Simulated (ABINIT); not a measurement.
In:

```xyz
2
Lattice="3.3355 0.0000 0.0000 -1.6677 2.8886 0.0000 0.0000 0.0000 5.5091" Properties=species:S:1:pos:R:3 pbc="T T T"
In    1.6677    0.9629    4.1319
In    0.0000    1.9257    1.3773
```

This isn't the form of In at room conditions, which is tetragonal.

| Property | Result |
| --- | --- |
| Program | ABINIT 10.8.3 (patched build) |
| Task | single point |
| Functional | PBE |
| Potentials or basis | JTH PAW PBE v2.0 |
| Cutoff | 599 eV |
| k mesh | 9 × 9 × 5 |
| Occupations | fermi-dirac, width 0.05 eV |
| Spin | no spin polarisation |

On this cell: pressure 1.5 GPa; largest force under 0.003 eV/Å; band gap on the k mesh none (metal or under the smearing width).

The same run follows on a disturbed copy (atoms moved at random, drawn with an rms of 0.05 Å):

```
In
1.0
     3.33548    0.00000    0.00000
    -1.66774    2.88861    0.00000
     0.00000    0.00000    5.50914
In
2
Direct
  0.67002 0.33591 0.74904
  0.32037 0.68022 0.25626
```

**Question.** What does the disturbed cell give?

**Answer.** The energy (extrapolated to zero smearing) moves by +1.2 meV/atom; pressure 1.5 GPa; largest force 0.109 eV/Å; band gap on the k mesh none (metal or under the smearing width).

Forces on the atoms (eV/Å):
```
In  -0.018  0.013  0.107
In   0.018 -0.013 -0.107
```

Stress tensor (GPa, compression positive):
```
 1.50  0.18 -0.01
 0.18  1.65  0.00
-0.01  0.00  1.35
```
